At a volume ratio of 0.8, the smallest cell in the scan, the magnetic moment of WSe is 3.87 μB. In every row from ratio 1 upwards it is 4.00 μB to the printed digits. The volume ratio compares each cell with the reference cell, and the cell moment is the surplus of spin-up over spin-down electrons, each worth one μB. A value so close to a whole number, and yet not on it, looks like a slip of the calculation.

WSe in the CsCl structure (2 atoms per cell), scaled evenly in volume from a = 3.549 Å at ratio 1, was calculated with Ansatz 0.2.0 using scalar-relativistic plane-wave PAW, PBE+U (effective U of 6.2 eV on W d) and collinear spin. The cutoff is 420 eV, the k mesh 12×12×12 and the Gaussian smearing 0.1 eV. Pressure is positive in compression.

```csv
volume ratio,energy above lowest (meV/atom),pressure (GPa),cell moment (μB),largest site moment (μB)
0.8,299.4,26.15,3.87,3.16
0.86,129.9,15.15,3.93,3.30
0.92,37.8,7.29,3.98,3.42
0.96,8.8,3.26,3.99,3.50
1,0.0,0.03,4.00,3.56
1.04,7.3,-2.54,4.00,3.62
1.1,41.2,-5.39,4.00,3.70
1.18,116.3,-7.83,4.00,3.81
```

The rows in between show that it is no slip. The moment has already left 4 slightly at ratio 0.96, and the loss grows with each further compression. The search for a lower state at 0.8 did end with less than full cubic symmetry, and that run also carries a warning about its minimisation. Both might cast doubt on that row alone, although its stress stays cubic to better than 0.001 GPa. But the row at 0.86 keeps the full symmetry, has no such warning and lacks 0.07 μB in the same way. The break is therefore a gradual departure from a plateau, and 0.8 is only its most visible point.

The plateau needs explaining first, because a metal has no general reason to carry a whole-number moment. The calculation treats 30 electrons per cell, and a moment of 4 μB divides them into 17 with spin up and 13 with spin down. Thirteen is also the number of spin-down electrons that fill the closed shells of the two atoms together with the p shell of selenium. This shell count is formal, since the real bands mix W and Se, but it suggests why a gap should open after the thirteenth spin-down band.

A solid with such a gap for one spin and a metal for the other is called a half-metal. As long as the Fermi level, up to which states are filled, lies inside the spin-down gap, the number of spin-down electrons cannot change. The total is fixed too, so the moment is locked, whatever the spin-up bands do. At ratio 1.04 the unrounded moment is within a millionth of 4 μB although the solid is metallic, which is strong evidence for this picture. The gap itself is inferred, because the results give no separate gap for each spin. A whole moment alone does not say which spin is gapped. Spin down is chosen because 13 closes shells, while the spin-up shells are open, with about two of three selenium p states filled in the smallest cells.

Compression can undo the lock. When atoms move closer, their orbitals overlap more and the bands widen, so the lower edge of an empty band can sink below the Fermi level. Electrons then pass from spin-up states into this spin-down pocket. The sign of the break supports that direction: a moment below 4 needs more than 13 spin-down electrons, whereas emptying the filled spin-down bands would have raised it. Which orbitals form the pocket is not known from these results.

In a non-magnetic solid such an overlap of band edges leaves no magnetic trace, because both spins take part equally. In WSe the electrons come from a spin-up metal and change their spin, so the moment registers each of them.

Each electron that changes sides removes one from the spin-up count and adds one to the spin-down count, so it costs 2 μB. The missing 0.13 μB at ratio 0.8 thus corresponds to only 0.065 electrons per cell. The moment is a sensitive gauge here because its undisturbed value is known exactly from counting. A change of this size in a quantity without such a fixed mark would easily pass for part of a smooth trend.

The same picture suggests how the loss should grow. Suppose that the pocket deepens in proportion to the compression beyond some onset, and that its energy rises with the square of the wave vector, as for free electrons. The radius of the filled region then grows as the square root of the depth, and its volume, which counts the electrons, as the cube of that radius. The missing moment $\Delta M$ follows as

$$\Delta M = c\,(s - v)^{3/2},$$

where $v$ is the volume ratio, $s$ its value at the onset and $c$ a constant. Above the onset the loss is zero.

Fitted to all eight rows, with the two largest cells (known to two decimals only) taken as exactly 4 μB, the law gives $s = 0.972$ and $c = 1.82$ μB. For the row at 0.86, which was part of the fit, the distance from the onset is $0.972 - 0.86 = 0.112$. Its power 3/2 is 0.0375, and multiplication by 1.82 μB gives a loss of 0.07 μB, in agreement with the table. For an intermediate cell at ratio 0.89 the same steps give a moment of about 3.96 μB.

Near the onset the law does poorly. At ratio 0.96 it yields little more than a third of the small loss that the calculation finds, and at ratio 1 it yields none where a trace remains. Smearing is a likely reason: it spreads the occupation of levels around the Fermi level, so a band edge slightly above it already holds a small fraction of an electron. The k mesh is another. The extra spin-down charge at ratio 0.96 equals only five to six filled points of the 1728 in the mesh, too few to trace a small pocket well. No run with another smearing or mesh tests either reason. A square law describes the rows about as well and moves the onset to ratio 1.00, so neither the exponent nor the exact onset is settled. Since smearing lets the loss begin early, the band edge is expected to cross the Fermi level at a smaller volume than the sharp 3/2 law suggests.

The largest site moment, that of tungsten, has no plateau at all. It rises by 0.25 μB between ratios 1 and 1.18, while the cell moment stays at 4.00 μB. This is no contradiction, because the lock holds the sum over the cell and leaves its distribution free. Between ratios 0.96 and 1.04 the tungsten moment grows by 0.12 μB, and the selenium moment, which points the other way, grows in size by 0.08 μB. Most of the remaining difference lies in spin density that is assigned to neither site.

Weaker mixing between the two atoms is the likely cause of this shift. In a compressed cell the filled spin-down bands, mainly of selenium character, borrow a good deal of tungsten d character, which reduces the tungsten moment. Shell populations are at hand only for the three smallest cells, so for the plateau this remains an extrapolation. From ratio 0.8 to 0.92 the spin-down d population of tungsten falls by 0.13 electrons, and the spin-down p population of selenium rises by 0.07. The pocket loses only about 0.055 electrons over the same range, so its emptying cannot account for the whole fall. The spin-up d population of tungsten rises by 0.07 electrons as well, so both spins add to its moment, and its 6s shell contributes a further 0.05 μB. In all three cells selenium holds fewer p electrons with spin up than with spin down, which is why its moment points the other way. A site moment therefore tells how the spin is shared, and the cell moment tells whether the lock still holds.

Pressure and energy give no clear sign of the onset. A smooth equation of state with three coefficients, fitted to the pressures of all rows, misses none of them by more than about 0.05 GPa. Integrated over volume, it reproduces the energies, which were not used in the fit, to about 0.5 meV per atom. That agreement shows a consistent curve without a sudden change of state. It does not exclude a softening by the pocket, which the flexible fit would absorb as ordinary curvature. With two coefficients the fit misses by up to 0.19 GPa, and the third term lowers the pressure at ratio 0.8 by about 1 GPa. A softening of that order is what a filling pocket would be expected to give, but these rows cannot separate it from the ordinary shape of the curve.

The smoothness fits the mechanism. The pocket starts empty and fills gradually, so nothing jumps when the band edge crosses the Fermi level. In practical terms, the compression to ratio 0.92 takes about 7 GPa, and the moment has then lost only 0.02 μB. The curve of pressure against volume alone would not mark where the change in the electrons begins. The output after the text lists the fits row by row.

How far the plateau would hold in a real crystal is a separate matter. The familiar selenide of tungsten is the layered WSe₂, and nothing here shows that WSe would form in the CsCl structure. The calculation adds a Hubbard correction of 6.2 eV to the tungsten d shell, which favours local moments and is doubtful for the broad 5d bands of a metal. It also raises the nearly empty spin-down d states in energy, which can widen the gap that locks the moment. No run here omits the correction, so the moment itself may owe its existence to this choice, and the onset of the break may shift with it. Spin–orbit coupling, strong in tungsten and absent here, mixes the two spins and would blur an exactly whole moment. The cell also allows only parallel tungsten moments, and states of lower energy have not been ruled out.

Within this calculation, the number to watch is the distance of the cell moment from 4 μB. While it is zero, the Fermi level lies in the spin-down gap, and stretching the cell merely redistributes spin within it. Once it differs from zero, half of it is the net number of electrons that have changed spin. Its sign tells whether an empty spin-down band has begun to fill or a filled one to empty.

Printed output of the fit:

```
fit of lost on 8 rows: coefficient of where(volume_ratio < s, s - volume_ratio, 0)**1.5 1.822 +/- 0.023, s 0.9718; rms 0.00165, worst 0.96 -0.00409, leave-one-out rms 0.00326
fit of lost on 8 rows: coefficient of where(volume_ratio < s, s - volume_ratio, 0)**2 3.183 +/- 0.03, s 1.003; rms 0.00123, worst 0.92 0.00236, leave-one-out rms 0.00382
fit of pressure on 8 rows: coefficient of g 70.27 +/- 0.53, coefficient of g*f 62.06 +/- 7.6; rms 0.114, worst 0.92 -0.192, leave-one-out rms 0.282
fit of pressure on 8 rows: coefficient of g 71.53 +/- 0.23, coefficient of g*f 82.43 +/- 3.5, coefficient of g*f*f -503.6 +/- 65; rms 0.0314, worst 0.92 -0.0507, leave-one-out rms 0.145
Breaks and smoothness:
   row  extra spin-down electrons per cell  miss of 3/2 law (muB)  miss of square law (muB)  pressure miss with 2 coefficients (GPa)  pressure miss with 3 coefficients (GPa)  energy from pressure fit (meV/atom)
   0.8                             0.06518             -0.0006356                 0.0007693                                   0.1084                                 -0.01007                                299.9
  0.86                             0.03368              0.0007424                 -0.002297                                  -0.1455                                  0.04525                                129.4
  0.92                            0.009772                0.00193                  0.002364                                  -0.1923                                 -0.05068                                37.36
  0.96                            0.003211               -0.00409                -0.0005481                                  -0.1096                                  -0.0453                                8.625
   1.0                           0.0002985              -0.000597                -0.0005691                                    -0.03                                    -0.03                                    0
  1.04                               5e-07                 -1e-06                    -1e-06                                  0.02101                                 -0.01233                                7.395
   1.1                                   0                      0                         0                                 0.004822                                -0.007934                                41.38
  1.18                                   0                      0                         0                                  -0.1412                                 -0.00177                                116.4
Moment missing from 4 at volume ratio 0.8 (muB): 0.1304
Rise of W site moment from ratio 1 to 1.18 (muB): 0.25
Change of W site moment from ratio 0.96 to 1.04 (muB): 0.12
Change of Se site moment from ratio 0.96 to 1.04 (muB): -0.07631
Change of cell moment from ratio 0.96 to 1.04 (muB): 0.006422
Change of spin-down W d population from ratio 0.8 to 0.92 (electrons): -0.126
Change of spin-down Se p population from ratio 0.8 to 0.92 (electrons): 0.0748
Largest miss of the energies predicted from the pressure fit (meV/atom): 0.5302
```
